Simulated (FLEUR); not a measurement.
# CdS (Fm-3m) in FLEUR: notebook

One crystal, CdS, is run at these levels: PBE; tasks: single point.

All numbers are computed with FLEUR MaX-R8.1 (later development tree); they aren't measurements. Logs are shortened: lines on timing, memory, paths and dates and some standing lists are left out, and cuts for length are marked.

## (1) The structure

It takes space group Fm-3m (No. 225, cubic). The conventional cell has a = 5.506 Å, b = 5.506 Å, c = 5.506 Å, α = 90.00°, β = 90.00°, γ = 90.00°. Cd (site symmetry m-3m) is surrounded by 6 S at 2.75 Å. Around S (site symmetry m-3m) lie 6 Cd at 2.75 Å.

Measurements of this composition are mostly on another form, of space group No. 186.

## (2) Single point, PBE

Input file inp.xml:

```xml
<?xml version="1.0" encoding="UTF-8" standalone="no"?>
<fleurInput fleurInputVersion="0.39">
   <comment>
      CdS                                                                                                 
   </comment>
   <calculationSetup>
      <cutoffs Kmax="4.15" Gmax="12.9" GmaxXC="12.9" numbands="0"/>
      <scfLoop itmax="60" minDistance="0.00001" maxIterBroyd="15" imix="Anderson" alpha="0.05" precondParam="0.0" spinf="2.0" sdNocoIR="T"/>
      <coreElectrons ctail="T" frcor="F" kcrel="0" coretail_lmax="0"/>
      <xcFunctional name="pbe" relativisticCorrections="F"/>
      <magnetism jspins="1"/>
      <soc l_soc="F" theta="0.0" phi="0.0" spav="F"/>
      <expertModes spex="0" secvar="F"/>
      <geometryOptimization l_f="T" forcealpha="1.0" forcemix="BFGS" epsdisp="0.0005" epsforce="0.0002"/>
      <ldaU l_linMix="F" mixParam="0.05" spinf="1.0"/>
   </calculationSetup>
   <cell>
      <bzIntegration valenceElectrons="26.0" mode="hist" fermiSmearingEnergy="0.00183747">
         <kPointListSelection listName="default-1"/>
         <!-- k-points included here -->
         <xi:include xmlns:xi="http://www.w3.org/2001/XInclude" href="kpts.xml"> </xi:include>
      </bzIntegration>
      <!-- symmetry operations included here -->
      <xi:include xmlns:xi="http://www.w3.org/2001/XInclude" href="sym.xml"> </xi:include>
      <bulkLattice scale="1.0">
         <bravaisMatrix>
            <row-1>    0.0000000000000000     5.2028771141982020     5.2028771141982020</row-1>
            <row-2>    5.2028771141982020     0.0000000000000000     5.2028771141982020</row-2>
            <row-3>    5.2028771141982020     5.2028771141982020     0.0000000000000000</row-3>
         </bravaisMatrix>
      </bulkLattice>
   </cell>
   <atomSpecies>
      <species name="Cadmium (Cd)" element="Cd" atomicNumber="48">
         <mtSphere radius="2.66" gridPoints="879" logIncrement="0.015"/>
         <atomicCutoffs lmax="11" lnonsphr="8"/>
         <electronConfig flipSpins="F">
            <coreConfig>(1s1/2) (2s1/2) (2p1/2) (2p3/2) (3s1/2) (3p1/2) (3p3/2) (3d3/2) (3d5/2)</coreConfig>
            <valenceConfig>(4s1/2) (4p1/2) (4p3/2) (5s1/2) (4d3/2) (4d5/2)</valenceConfig>
         </electronConfig>
         <energyParameters s="5" p="5" d="4" f="4"/>
         <lo type="SCLO" l="0" n="4" eDeriv="0"/>
         <lo type="SCLO" l="1" n="4" eDeriv="0"/>
         <lo type="SCLO" l="1" n="4" eDeriv="1"/>
         <lo type="SCLO" l="2" n="4" eDeriv="2"/>
         <lo type="SCLO" l="3" n="4" eDeriv="2"/>
      </species>
      <species name="Sulfur (S)" element="S" atomicNumber="16">
         <mtSphere radius="2.0" gridPoints="685" logIncrement="0.017"/>
         <atomicCutoffs lmax="8" lnonsphr="6"/>
         <electronConfig flipSpins="F">
            <coreConfig>(1s1/2) (2s1/2) (2p1/2) (2p3/2)</coreConfig>
            <valenceConfig>(3s1/2) (3p1/2) (3p3/2)</valenceConfig>
            <stateOccupation state="(3p1/2)" spinUp="0.666667" spinDown="0.666667"/>
            <stateOccupation state="(3p3/2)" spinUp="1.333333" spinDown="1.333333"/>
         </electronConfig>
         <energyParameters s="3" p="3" d="3" f="4"/>
         <lo type="SCLO" l="0" n="3" eDeriv="2"/>
         <lo type="SCLO" l="1" n="3" eDeriv="2"/>
         <lo type="SCLO" l="2" n="3" eDeriv="2"/>
         <lo type="SCLO" l="3" n="4" eDeriv="2"/>
      </species>
   </atomSpecies>
   <atomGroups>
      <atomGroup species="Cadmium (Cd)">
         <relPos label="                   1">.0000000000 .0000000000 .0000000000</relPos>
         <force calculate="T" relaxXYZ="TTT"/>
      </atomGroup>
      <atomGroup species="Sulfur (S)">
         <relPos label="                   2">1.000/2.000 1.000/2.000 1.000/2.000</relPos>
         <force calculate="T" relaxXYZ="TTT"/>
      </atomGroup>
   </atomGroups>
   <output dos="F" band="F" slice="F">
      <checks vchk="F" cdinf="F"/>
      <bandDOS minEnergy="-.5*Htr" maxEnergy="0.5*Htr" sigma="0.015" storeEVData="T"/>
      <vacuumDOS vacdos="F" integ="F" star="F" nstars="0" locx1="0.0" locy1="0.0" locx2="0.0" locy2="0.0" nstm="0" tworkf="0.0"/>
      <unfoldingBand unfoldBand="F" supercellX="1" supercellY="1" supercellZ="1"/>
      <plotting iplot="0" polar="F">
         <plot TwoD="T" vec1="  1.0  0.0  0.0" vec2="  0.0  1.0  0.0" vec3="  0.0  0.0  1.0" zero="  0.0  0.0  0.0" file="plot"/>
      </plotting>
      <chargeDensitySlicing numkpt="0" minEigenval="0.0" maxEigenval="0.0" nnne="0" pallst="F"/>
      <specialOutput eonly="F"/>
      <moessbauerParams electricFieldGradient="T" isomerShift="T" coreHyperfine="T" valenceHyperfine="T"/>
      <magneticCircularDichroism mcd="F" energyLo="-10.0" energyUp="0.0"/>
   </output>
  <!-- We include the file relax.xml here to enable relaxations (see documentation) -->
  <xi:include xmlns:xi="http://www.w3.org/2001/XInclude" href="relax.xml"> <xi:fallback/> </xi:include>
</fleurInput>
```

Input file crystal.txt:

```
CdS
&input cartesian=F /
0.0000000000  2.7532440000  2.7532440000
2.7532440000  0.0000000000  2.7532440000
2.7532440000  2.7532440000  0.0000000000
1.8897261246
1.0 1.0 1.0

2
48 0.0000000000  0.0000000000  0.0000000000
16 0.5000000000  0.5000000000  0.5000000000

&kpt div1=8 div2=8 div3=8 gamma=T /
```

Potentials or basis: all-electron, FLAPW.

Command:

```console
> inpgen -f crystal.txt -profile fastHighL
> # inp.xml edited to the form shown
> fleur_MPI
```

What it wrote:

```text
Welcome to FLEUR        (www.flapw.de)
      MaX-Release 8.1          (www.max-centre.eu)

 ========== k-point set info ==========
 Selected k-point list: default-1
 k-point list type: mesh
 8 x 8 x 8
 Number of k points: 29

 ------------Calculation Setup---------------------------
 Number of MPI-tasks      :            1
 Number of PE/node        :            1
 Number of OMP-threads    :            1
 Most efficient MPI parallelization for:
           1          29
 Additional eigenvalue parallelization possible
 Number of basis functions:          417
 Approximate size of matrices (H+S) per k-point:         0.003 GB
 --------------------------------------------------------
 Iteration:     1   Distance:       8.38714996 me/bohr^3
 Iteration:     2   Distance:       7.45367575 me/bohr^3
 Iteration:     3   Distance:       3.71386596 me/bohr^3
 Iteration:     4   Distance:       1.74729352 me/bohr^3
 Iteration:     5   Distance:       1.18305223 me/bohr^3
 Iteration:     6   Distance:       0.34335932 me/bohr^3
 Iteration:     7   Distance:       0.30078102 me/bohr^3
 Iteration:     8   Distance:       0.05079316 me/bohr^3
 Iteration:     9   Distance:       0.02512116 me/bohr^3
 Iteration:    10   Distance:       0.00344628 me/bohr^3
 Iteration:    11   Distance:       0.00183796 me/bohr^3
 Iteration:    12   Distance:       0.00037172 me/bohr^3
 Iteration:    13   Distance:       0.00004580 me/bohr^3
 Iteration:    14   Distance:       0.00004205 me/bohr^3
 Iteration:    15   Distance:       0.00000425 me/bohr^3

 ********************************************************************
 Run finished successfully
 Stop message:
   Structural relaxation: Done
 ********************************************************************
```

out.xml (last iteration):

```text
<iteration numberForCurrentRun="   16" overallNumber="   16">
         <energyParameters units="Htr">
            <atomicEP atomType="1" spin="1" branch="5s" branchLowest="-3.53" branchHighest="1.01" value="0.1174881650"/>
            <atomicEP atomType="1" spin="1" branch="5p" branchLowest="-2.10" branchHighest="1.61" value="0.2875204649"/>
            <atomicEP atomType="1" spin="1" branch="4d" branchLowest="-14.09" branchHighest="0.00" value="-0.0654218217"/>
            <atomicEP atomType="1" spin="1" branch="4f" branchLowest="-9.99" branchHighest="2.00" value="0.6093997297"/>
            <loAtomicEP atomType="1" spin="1" branch="4s" branchLowest="-26.59" branchHighest="-3.53" value="-3.5320873492"/>
            <loAtomicEP atomType="1" spin="1" branch="4p" branchLowest="-21.71" branchHighest="-2.10" value="-2.1073693517"/>
            <loAtomicEP atomType="1" spin="1" branch="4p" branchLowest="-21.71" branchHighest="-2.10" value="-2.1073693517"/>
            <loAtomicEP atomType="1" spin="1" branch="4d" branchLowest="-14.09" branchHighest="0.00" value="-0.0738814921"/>
            <loAtomicEP atomType="1" spin="1" branch="4f" branchLowest="-9.99" branchHighest="2.00" value="0.6094020397"/>
            <atomicEP atomType="2" spin="1" branch="3s" branchLowest="-7.31" branchHighest="0.66" value="-0.2758694911"/>
            <atomicEP atomType="2" spin="1" branch="3p" branchLowest="-5.28" branchHighest="1.25" value="0.0168811836"/>
            <atomicEP atomType="2" spin="1" branch="3d" branchLowest="-9.99" branchHighest="1.91" value="0.2650140456"/>
            <atomicEP atomType="2" spin="1" branch="4f" branchLowest="-9.99" branchHighest="4.53" value="0.4347929372"/>
            <loAtomicEP atomType="2" spin="1" branch="3s" branchLowest="-7.31" branchHighest="0.66" value="-0.2758694911"/>
            <loAtomicEP atomType="2" spin="1" branch="3p" branchLowest="-5.28" branchHighest="1.25" value="0.0163851846"/>
            <loAtomicEP atomType="2" spin="1" branch="3d" branchLowest="-9.99" branchHighest="1.91" value="0.2650120242"/>
            <loAtomicEP atomType="2" spin="1" branch="4f" branchLowest="-9.99" branchHighest="4.53" value="0.4347968198"/>
         </energyParameters>
         <eigenvalues>
            <eigenvaluesAt spin="1" ikpt="1" k_x="0.00000000" k_y="0.00000000" k_z="0.00000000">
                      -3.5320883653       -2.1012625844       -2.1012625844       -2.1012625844       -0.2651309301
                      -0.0782455985       -0.0782455985       -0.0782455985       -0.0782376513       -0.0782376513
                       0.1736700707        0.1736700707        0.1736700707        0.2308437005        0.5373064875
                       0.5373064875        0.5373064875        0.6113504275        0.6160377261        0.6160377261
                       0.6160377261
            </eigenvaluesAt>
            <eigenvaluesAt spin="1" ikpt="2" k_x="0.00000000" k_y="0.00000000" k_z="0.12500000">
                      -3.5320881243       -2.1012703409       -2.1012639307       -2.1012639307       -0.2604035873
                      -0.0798686994       -0.0798686994       -0.0787453928       -0.0772277785       -0.0772277785
[... 54 lines left out ...]
               <shell n="2" l="0" isomerShift="16340.86216"/>
               <shell n="2" l="1" isomerShift="358.48673"/>
               <shell n="3" l="0" isomerShift="3115.58841"/>
               <shell n="3" l="1" isomerShift="73.44623"/>
               <shell n="3" l="2" isomerShift="0.00001"/>
            </coreIsomerShift>
            <coreIsomerShift atomType="2" isTotal="2932.45479">
               <shell n="1" l="0" isomerShift="2724.46273"/>
               <shell n="2" l="0" isomerShift="207.63146"/>
               <shell n="2" l="1" isomerShift="0.36060"/>
            </coreIsomerShift>
            <isomerShift atomType="1" nucleusRadius="0.0001140" averageDensity="162155.16144"/>
            <isomerShift atomType="2" nucleusRadius="0.0000750" averageDensity="2951.36266"/>
            <electricFieldGradient atomType="1" VXX="0.00000" VYY="0.00000" VZZ="0.00000" asymParam="0.00000">
            </electricFieldGradient>
            <electricFieldGradient atomType="2" VXX="0.00000" VYY="0.00000" VZZ="0.00000" asymParam="0.00000">
            </electricFieldGradient>
         </moessbauerParams>
         <totalEnergy                                    value="    -5995.2596512198" units="Htr">
            <sumOfEigenvalues                            value="    -3580.4095810870">
               <coreElectrons value="-3560.2286243423"/>
               <valenceElectrons value="-20.1809567447"/>
            </sumOfEigenvalues>
            <densityCoulombPotentialIntegral value="-9613.5874021590"/>
            <densityEffectivePotentialIntegral value="-9848.6767943830"/>
            <chargeDenXCDenIntegral value="-180.4269429327"/>
            <FockExchangeEnergyValence value="0.0000000000"/>
            <FockExchangeEnergyCore value="0.0000000000"/>
            <atomTypeDependentContributions atomType="1">
               <electronNucleiInteractionDifferentMTs value="6778.3964069193"/>
               <MadelungTerm value="-18.3347521628"/>
            </atomTypeDependentContributions>
            <atomTypeDependentContributions atomType="2">
               <electronNucleiInteractionDifferentMTs value="469.9352874671"/>
               <MadelungTerm value="-9.6397739543"/>
            </atomTypeDependentContributions>
            <tkbTimesEntropy value="0.0000362450"/>
            <freeEnergy value="-5995.2596874649"/>
            <extrapolationTo0K value="-5995.2596693424"/>
         </totalEnergy>
         <totalForcesOnRepresentativeAtoms units="Htr/bohr">
            <forceTotal atomType="1" x="0.000000" y="0.000000" z="0.000000" F_x="0.00000000" F_y="0.00000000" F_z="0.00000000"/>
            <forceTotal atomType="2" x="5.202877" y="5.202877" z="5.202877" F_x="0.00000000" F_y="0.00000000" F_z="0.00000000"/>
         </totalForcesOnRepresentativeAtoms>
      </iteration>
```

Run time: 41 s. Hardware: 1 thread of Arm Neoverse V2, shared host; peak memory 0.07 GiB.

Results:

```
Free energy                                           : -163139.3270 eV
Band gap on the k mesh                                : 0.26 eV, indirect (least direct gap 1.56 eV)
Valence electrons inside the program's atomic spheres : Cd 18.63; S 3.87 (radii Cd 2.66, S 2.0 bohr)
```

Core levels (eV from the Fermi level):
```csv
atom,levels
1 Cd,"1s1/2 -26505.8, 2s1/2 -3930.5, 2p1/2 -3658.8, 2p3/2 -3466.3, 3s1/2 -729.3, 3p1/2 -620.4, 3p3/2 -586.0, 3d3/2 -393.3, 3d5/2 -386.3"
2 S,"1s1/2 -2398.6, 2s1/2 -204.7, 2p1/2 -150.3, 2p3/2 -149.0"
```

## (3) Single point, PBE (atoms moved at random, drawn with an rms of 0.05 Å)

Edit inp.xml of step 2 so:

```diff
@@ -48,3 +48,3 @@
       <species name="Sulfur (S)" element="S" atomicNumber="16">
-         <mtSphere radius="2.0" gridPoints="685" logIncrement="0.017"/>
+         <mtSphere radius="2.0" gridPoints="671" logIncrement="0.017"/>
          <atomicCutoffs lmax="8" lnonsphr="6"/>
@@ -65,3 +65,3 @@
       <atomGroup species="Cadmium (Cd)">
-         <relPos label="                   1">.0000000000 .0000000000 .0000000000</relPos>
+         <relPos label="                   1">.0043500000 -.0227350000 .0131390000</relPos>
          <force calculate="T" relaxXYZ="TTT"/>
@@ -69,3 +69,3 @@
       <atomGroup species="Sulfur (S)">
-         <relPos label="                   2">1.000/2.000 1.000/2.000 1.000/2.000</relPos>
+         <relPos label="                   2">-.4991650000 .4939670000 .4974020000</relPos>
          <force calculate="T" relaxXYZ="TTT"/>
```

Edit crystal.txt of step 2 so:

```diff
@@ -9,4 +9,4 @@
 2
-48 0.0000000000  0.0000000000  0.0000000000
-16 0.5000000000  0.5000000000  0.5000000000
+48 0.0043500000  -0.0227350000  0.0131390000
+16 0.5008350000  0.4939670000  0.4974020000
```

Potentials or basis: all-electron, FLAPW.

Command:

```console
> inpgen -f crystal.txt -profile fastHighL
> # inp.xml edited to the form shown
> fleur_MPI
```

It took 16 min on 1 thread of Arm Neoverse V2, shared host; peak memory 0.23 GiB.

It converged, with:

```
Free energy                                           : -163139.3244 eV
Largest force                                         : 0.081 eV/Å
Band gap on the k mesh                                : 0.27 eV, indirect (least direct gap 1.55 eV)
Valence electrons inside the program's atomic spheres : Cd 18.63; S 3.87 (radii Cd 2.66, S 2.0 bohr)
```

Forces in eV/Å, atoms in the order of the input:
```
Cd   0.003 -0.067  0.045
S   -0.003  0.067 -0.045
```

Levels at points of the mesh, in eV from the valence-band top:
```
           k point  band 11  band 12  band 13  band 14  band 15  band 16
(0.00, 0.00, 0.00)    -0.71    -0.71    -0.71     0.84     9.15     9.16
(0.00, 0.00, 0.50)    -4.74     0.00     0.00     3.52     5.90     5.91
(0.00, 0.50, 0.00)    -4.74     0.00     0.00     3.52     5.90     5.91
(0.00, 0.50, 0.50)    -4.09    -2.06    -2.05     0.27     6.05     9.71
(0.50, 0.00, 0.00)    -4.75    -0.01     0.00     3.53     5.91     5.91
(0.50, 0.00, 0.50)    -4.10    -2.06    -2.05     0.27     6.06     9.71
(0.50, 0.50, 0.00)    -4.10    -2.06    -2.05     0.27     6.05     9.71
(0.50, 0.50, 0.50)    -4.75    -0.01     0.00     3.53     5.91     5.91
```

Core levels (eV from the Fermi level):
```
atom                                                                                                                             levels
1 Cd  1s1/2 -26505.8, 2s1/2 -3930.5, 2p1/2 -3658.8, 2p3/2 -3466.3, 3s1/2 -729.3, 3p1/2 -620.4, 3p3/2 -586.0, 3d3/2 -393.3, 3d5/2 -386.3
 2 S                                                                            1s1/2 -2398.6, 2s1/2 -204.7, 2p1/2 -150.3, 2p3/2 -149.0
```
